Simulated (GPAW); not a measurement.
# InP (F-43m) in GPAW: convergence with density grid spacing (A)

Aim: find how far density grid spacing (A) must go before the results for InP settle, at r2SCAN. This setting moves, with any that are tied to it; all else stays.

All numbers are computed with GPAW 26.7.0; they aren't measurements. Logs are shortened: lines on timing, memory, paths and dates and some standing lists are left out, and cuts for length are marked. The log counts tension as positive stress, the text compression.

**1. The structure**

The structure is cubic, space group F-43m (No. 216). Conventional cell: a = 5.861 Å, b = 5.861 Å, c = 5.861 Å, α = 90.00°, β = 90.00°, γ = 90.00°. Around In (site symmetry -43m) lie 4 P at 2.54 Å. P (site symmetry -43m) has 4 In at 2.54 Å as nearest neighbours.

**2. With density grid spacing (A) 0.24**

The input, run.py:

```python
from ase import Atoms
from ase.dft.bandgap import bandgap
from ase.io import write
from ase.units import GPa
from gpaw import GPAW, PW

atoms = Atoms(['In', 'P'],
              cell=[[0.0, 2.9305, 2.9305],
                    [2.9305, 0.0, 2.9305],
                    [2.9305, 2.9305, 0.0]],
              scaled_positions=[[0.0, 0.0, 0.0],
                                [0.75, 0.75, 0.75]],
              pbc=True)

calc = GPAW(mode=PW(600),
            h=0.24,
            xc='MGGA_X_R2SCAN+MGGA_C_R2SCAN',
            kpts={'size': (8, 8, 8), 'gamma': True},
            occupations={'name': 'fermi-dirac', 'width': 0.05},
            nbands=18,
            convergence={'density': 1e-05, 'energy': 1e-05},
            maxiter=100,
            txt='gpaw.txt')
atoms.calc = calc
energy = atoms.get_potential_energy()
forces = atoms.get_forces()
stress = atoms.get_stress()
calc.write('gs.gpw')
write('result.traj', atoms)
print(f'Energy: {energy:.6f} eV')
print('Forces (eV/A):')
print(forces.round(4))
print('Stress (GPa):', (stress / GPa).round(3))
print('Fermi level:', round(calc.get_fermi_level(), 4), 'eV')
print(f'Gap: {bandgap(calc)[0]:.4f} eV, direct: {bandgap(calc, direct=True)[0]:.4f} eV')
```

Potentials or basis: GPAW PAW data sets (gpaw-data 1.2.1), pw.

Started as:

```sh
> OMP_NUM_THREADS=1 python run.py
```

gpaw.txt:

```text
__  _  _
 | _ |_)|_||  |
 |__||  | ||/\| - 26.7.0

Input parameters:
  mode=PW(ecut=600.0),
  convergence={'density': 1e-05, 'energy': 1e-05},
  h=0.24,
  kpts=MonkhorstPack(size=(8, 8, 8), gamma=True),
  maxiter=100,
  nbands=18,
  occupations=Occupations(name='fermi-dirac', width=0.05),
  xc=XC(name='MGGA_X_R2SCAN+MGGA_C_R2SCAN')

Diagonalizing LCAO Hamiltonian
Converting LCAO to pw mode

                     P

       In

Atoms  # Å, Bohr magnetons
|   | symbol |        x |        y |        z |    initial magnetic moments |
|---|--------|----------|----------|----------|-----------------------------|
| 0 |     In | 0.000000 | 0.000000 | 0.000000 | ( 0.0000,  0.0000,  0.0000) |
| 1 |      P | 4.395750 | 4.395750 | 4.395750 | ( 0.0000,  0.0000,  0.0000) |

Unit cell  # Å
| periodic |        x |        y |        z |  lengths |    angles |
|----------|----------|----------|----------|----------|-----------|
|      yes | 0.000000 | 2.930500 | 2.930500 | 4.144353 | 60.000000 |
|      yes | 2.930500 | 0.000000 | 2.930500 | 4.144353 | 60.000000 |
|      yes | 2.930500 | 2.930500 | 0.000000 | 4.144353 | 60.000000 |

Number of symmetries: 24
Symmetry operations  # r_c * U_cc + t_c -> r_c
|    | kind |            matrix            |
|----|------|------------------------------|
|  0 |  E   |  1, 0, 0,  0, 1, 0,  0, 0, 1 |
|  1 |  σ   |  1, 0, 0,  0, 0, 1,  0, 1, 0 |
|  2 |  σ   |  1, 0,-1,  0, 1,-1,  0, 0,-1 |
|  3 |  C3  |  1, 0,-1,  0, 0,-1,  0, 1,-1 |
|  4 |  C3  |  1,-1, 0,  0,-1, 1,  0,-1, 0 |
|  5 |  σ   |  1,-1, 0,  0,-1, 0,  0,-1, 1 |
|  6 |  σ   |  0, 1, 0,  1, 0, 0,  0, 0, 1 |
|  7 |  C3  |  0, 1, 0,  0, 0, 1,  1, 0, 0 |
|  8 |  C2  |  0, 1,-1,  1, 0,-1,  0, 0,-1 |
|  9 |  S4  |  0, 1,-1,  0, 0,-1,  1, 0,-1 |
| 10 |  C3  |  0, 0, 1,  1, 0, 0,  0, 1, 0 |
| 11 |  σ   |  0, 0, 1,  0, 1, 0,  1, 0, 0 |
| 12 |  S4  |  0, 0,-1,  1, 0,-1,  0, 1,-1 |
| 13 |  C3  |  0, 0,-1,  0, 1,-1,  1, 0,-1 |
| 14 |  S4  |  0,-1, 1,  1,-1, 0,  0,-1, 0 |
| 15 |  C2  |  0,-1, 1,  0,-1, 0,  1,-1, 0 |
| 16 |  C3  |  0,-1, 0,  1,-1, 0,  0,-1, 1 |
| 17 |  S4  |  0,-1, 0,  0,-1, 1,  1,-1, 0 |
| 18 |  S4  | -1, 1, 0, -1, 0, 1, -1, 0, 0 |
| 19 |  C3  | -1, 1, 0, -1, 0, 0, -1, 0, 1 |
| 20 |  C3  | -1, 0, 1, -1, 1, 0, -1, 0, 0 |
| 21 |  S4  | -1, 0, 1, -1, 0, 0, -1, 1, 0 |
| 22 |  σ   | -1, 0, 0, -1, 1, 0, -1, 0, 1 |
| 23 |  C2  | -1, 0, 0, -1, 0, 1, -1, 1, 0 |

BZ-sampling:
  Number of BZ points: 512
  Number of IBZ points: 29

  Monkhorst-Pack size: [8, 8, 8]
  Monkhorst-Pack shift: [0.0625, 0.0625, 0.0625]

K-points  # in reciprocal-cell coordinates
|     |                                coordinates |     weight |
|-----|--------------------------------------------|------------|
|   0 | (  0.00000000,   0.00000000,   0.00000000) | 0.00195312 |
|   1 | (  0.12500000,   0.12500000,   0.00000000) | 0.01171875 |
|   2 | (  0.12500000,   0.12500000,   0.12500000) | 0.01562500 |
|   3 | (  0.25000000,   0.12500000,   0.12500000) | 0.02343750 |
|   4 | (  0.25000000,   0.25000000,   0.00000000) | 0.01171875 |
|   5 | (  0.25000000,   0.25000000,   0.12500000) | 0.04687500 |
|   6 | (  0.25000000,   0.25000000,   0.25000000) | 0.01562500 |
|   7 | (  0.37500000,   0.25000000,  -0.37500000) | 0.04687500 |
|   8 | (  0.37500000,   0.25000000,   0.12500000) | 0.04687500 |
|   9 | (  0.37500000,   0.25000000,   0.25000000) | 0.04687500 |
| ... |                                            |            |
|  28 | (  0.50000000,   0.50000000,   0.50000000) | 0.00781250 |

Plane wave coefficients: 1700
Cutoff: 600.0 eV

Spin-components: 1 (collinear spins)
Bands:           18
Projectors:      11
Spin-degeneracy: 2
Datatype:        complex128

Parallelization:
  kpt:    1
  domain: 1
  band:   1

Density:
  Valence electrons: 18.0
  Components: 1
  Grid points: [18 18 18]
  Charge: 0.0  # |e|

Potential:
  Grid points: [18 18 18]

species:
  In:
    name:    Indium
    Z:       49.0
    valence: 13
    core:    36
    charge:  0.0  # [|e|]
    compensation charges:
      type: gauss
      rc: 0.36  # [Å]
      lmax: 2
    cutoffs:
      filter: 2.09  # [Å]
      core: 2.48  # [Å]
    projectors
    | kind |    occ | energy [eV] | rcut [Å] |
    |------|--------|-------------|----------|
    |   5s |  2.000 |      -8.203 |    1.185 |
    |   5p |  1.000 |      -2.521 |    1.244 |
    |   4d | 10.000 |     -18.629 |    1.148 |
    |    s |        |      19.008 |    1.185 |
    |    p |        |      24.691 |    1.244 |
    |    d |        |       8.583 |    1.148 |

    Using partial waves for In as LCAO basis

  P:
    name:    Phosphorus
    Z:       15.0
    valence: 5
    core:    10
    charge:  0.0  # [|e|]
    compensation charges:
      type: gauss
      rc: 0.30  # [Å]
      lmax: 2
    cutoffs:
      filter: 1.69  # [Å]
      core: 1.81  # [Å]
    projectors
    | kind |    occ | energy [eV] | rcut [Å] |
    |------|--------|-------------|----------|
    |   3s |  2.000 |     -13.968 |    0.953 |
    |   3p |  3.000 |      -5.506 |    0.953 |
    |    s |        |      13.244 |    0.953 |
    |    p |        |      21.705 |    0.953 |
    |    d |        |       0.000 |    0.953 |

    Using partial waves for P as LCAO basis

Reference energy: -169278.333319  # eV

eigensolver:
  PPCG
  Converge bands: occupied
  niter=2

density mixing:
  MSR1-Mixer
  Pratt-step length: 0.05
  Maximum mixing coefficient: 0.75
  Old densities: 10
  SVD Regularization: 0.005
  Good broyden scale: 1.0
  Trust region scale: 1.0
  Backstep threshold: 4.0
  History deletion threshold: 6.0
  Fourier metric: weight=20.0, sigma=0.015

occupation numbers:
  Fermi-Dirac:
    width: 0.0500  # eV

poisson solver:
  ecut: 4800.0  # eV

xc functional:
  name: MGGA_X_R2SCAN+MGGA_C_R2SCAN with 2 nearest neighbor stencil

convergence criteria:
- Maximum integral of absolute [dens]ity change: 1e-05 electrons / valence electron
- Maximum [total energy] change in last 3 cyles: 1e-05 eV / valence electron
- Maximum integral of absolute [eigenst]ate change: 4e-08 eV^2 / valence electron
maximum number of iterations: 100

SCF iterations
|iter     | |      energy | eigst |  dens |
|---------|-|-------------|-------|-------|
|iter:   1| |  -28.606925 | -0.22 |       |
|iter:   2| |  -26.740853 | -1.17 | -1.17 |
|iter:   3| |-1579859.672642 | +5.56 | -1.14 |
|iter:   4| |  -11.764137 | +1.98 | +2.04 |
|iter:   5| |  -26.529661 | +0.68 | -0.56 |
|iter:   6| |  -26.605203 | -1.20 | -1.86 |
|iter:   7| |  -26.600688 | -3.01 | -1.90 |
|iter:   8| |  -26.599561 | -4.26 | -2.24 |
|iter:   9| |  -26.598933 | -4.81 | -2.46 |
|iter:  10| |  -26.598530 | -4.49 | -2.66 |
|iter:  11| |  -26.598525 | -5.63 | -3.45 |
|iter:  12| |  -26.598525c| -7.44c| -4.34 |
|iter:  13| |  -26.598525c| -8.05c| -4.21 |
|iter:  14| |  -26.598525c| -8.31c| -4.86 |
|iter:  15| |  -26.598525c| -8.84c| -5.45c|

Converged in 15 steps
Energy contributions relative to reference atoms: (reference = -169278.333319)

Energy contributions:
  Kinetic:          26.401784
  Coulomb:         -23.975867
  Zero:              0.048421
  External:          0.000000
  Xc:              -29.072864
  Entropy:          -0.000000
  Spinorbit:         0.000000
  ----------------------------
  Free energy:     -26.598525
  Extrapolated:    -26.598525

dipole moment: (-16.794336, -16.794336, -16.794336)  # |e|*Ang

Fermi level: 5.345
Eigenvalues  # (at kpt = [0.000, 0.000, 0.000])
| band index |      eig [eV] | occ [0-2] |
|------------|---------------|-----------|
|          0 |        -9.851 |     2.000 |
|          1 |        -9.851 |     2.000 |
|          2 |        -9.850 |     2.000 |
|          3 |        -9.665 |     2.000 |
|          4 |        -9.665 |     2.000 |
|          5 |        -7.269 |     2.000 |
[... 10 lines left out ...]
|         16 |        16.571 |     0.000 |
|         17 |        16.572 |     0.000 |

Gap: 1.142 eV
Transition (v -> c):
  (s=0, k=0, n=8, [0.00, 0.00, 0.00]) -> (s=0, k=0, n=9, [0.00, 0.00, 0.00])
No difference between direct/indirect transitions

Forces  # eV/Ang
|        x |        y |        z |
|----------|----------|----------|
| -0.00000 |  0.00000 |  0.00000 |  # In   0
|  0.00000 | -0.00000 | -0.00000 |  # P    1

Stress tensor  # eV/Ang^3
|         x |         y |         z |
|-----------|-----------|-----------|
| -0.009710 | -0.000000 |  0.000000 |
| -0.000000 | -0.009710 |  0.000000 |
|  0.000000 |  0.000000 | -0.009710 |

# Writing to gs.gpw (mode='')
```

Run time: 50 s. Hardware: 1 thread of Arm Neoverse V1, shared host; peak memory 0.27 GiB.

What came out:

```
Free energy            : -26.5985 eV
Pressure               : 1.6 GPa
Band gap on the k mesh : 1.14 eV, direct
```

**3. With density grid spacing (A) 0.2**

run.py, as its differences from that of step 2:

```diff
@@ -15,3 +15,3 @@
 calc = GPAW(mode=PW(600),
-            h=0.24,
+            h=0.2,
             xc='MGGA_X_R2SCAN+MGGA_C_R2SCAN',
```

Potentials or basis: GPAW PAW data sets (gpaw-data 1.2.1), pw.

Started as:

```sh
> OMP_NUM_THREADS=1 python run.py
```

Run time: 71 s. Hardware: 1 thread of Arm Neoverse V1, shared host; peak memory 0.27 GiB.

Results:

| Item | Value |
| --- | --- |
| Free energy | -26.5962 eV |
| Pressure | 1.5 GPa |
| Band gap on the k mesh | 1.14 eV, direct |

**4. With density grid spacing (A) 0.17**

run.py, as its differences from that of step 3:

```diff
@@ -15,3 +15,3 @@
 calc = GPAW(mode=PW(600),
-            h=0.2,
+            h=0.17,
             xc='MGGA_X_R2SCAN+MGGA_C_R2SCAN',
```

Started as:

```sh
> OMP_NUM_THREADS=1 python run.py
```

Wall time 77 s (1 thread of Arm Neoverse V1, shared host); peak memory 0.28 GiB.

What came out:

```yaml
Free_energy: -26.5958 eV
Pressure: 1.5 GPa
Band_gap_on_the_k_mesh: 1.14 eV, direct
```

**5. With density grid spacing (A) 0.15**

run.py, as its differences from that of step 4:

```diff
@@ -15,3 +15,3 @@
 calc = GPAW(mode=PW(600),
-            h=0.17,
+            h=0.15,
             xc='MGGA_X_R2SCAN+MGGA_C_R2SCAN',
```

Started as:

```sh
> OMP_NUM_THREADS=1 python run.py
```

It took 2.2 min on 1 thread of Arm Neoverse V1, shared host; peak memory 0.29 GiB.

Results (log left out):

- Free energy: -26.5959 eV
- Pressure: 1.5 GPa
- Band gap on the k mesh: 1.14 eV, direct

**6. With density grid spacing (A) 0.13**

run.py, as its differences from that of step 5:

```diff
@@ -15,3 +15,3 @@
 calc = GPAW(mode=PW(600),
-            h=0.15,
+            h=0.13,
             xc='MGGA_X_R2SCAN+MGGA_C_R2SCAN',
```

Potentials or basis: GPAW PAW data sets (gpaw-data 1.2.1), pw.

Started as:

```sh
> OMP_NUM_THREADS=1 python run.py
```

It took 2.2 min on 1 thread of Arm Neoverse V1, shared host; peak memory 0.31 GiB.

The run converged. Its results:

```
Free energy            : -26.5960 eV
Pressure               : 1.5 GPa
Band gap on the k mesh : 1.14 eV, direct
```

**7. With density grid spacing (A) 0.11**

run.py, as its differences from that of step 6:

```diff
@@ -15,3 +15,3 @@
 calc = GPAW(mode=PW(600),
-            h=0.13,
+            h=0.11,
             xc='MGGA_X_R2SCAN+MGGA_C_R2SCAN',
```

Started as:

```sh
> OMP_NUM_THREADS=1 python run.py
```

It took 5.8 min on 1 thread of Arm Neoverse V1, shared host; peak memory 0.36 GiB.

The run converged. Its results:

```
Free energy            : -26.5961 eV
Pressure               : 1.5 GPa
Band gap on the k mesh : 1.14 eV, direct
```

**8. With density grid spacing (A) 0.09**

run.py, as its differences from that of step 7:

```diff
@@ -15,3 +15,3 @@
 calc = GPAW(mode=PW(600),
-            h=0.11,
+            h=0.09,
             xc='MGGA_X_R2SCAN+MGGA_C_R2SCAN',
```

Started as:

```sh
> OMP_NUM_THREADS=1 python run.py
```

It took 11 min on 1 thread of Arm Neoverse V1, shared host.

The run was cut off at its time limit.

**9. The series at a glance**

```csv
density grid spacing (A),"energy less the tightest run, at zero smearing (meV/atom)",SCF cycles,CPU time (s),peak memory (GiB)
0.24,-1.20,15,50,0.27
0.2,-0.03,15,71,0.27
0.17,0.16,15,77,0.28
0.15,0.10,15,130,0.29
0.13,0.05,15,130,0.31
0.11,0.00,15,350,0.36
0.09,timed out after 690 s,-,-,-
```

Against the tightest run, the energy stays within 1 meV/atom from 0.2 on. The tightest run that finished is the yardstick and may itself not be fully converged.

Caveats: the PAW data sets were made with another functional, which shifts forces and pressure a little; spin-orbit coupling is left out, which moves the levels of the heavy elements.
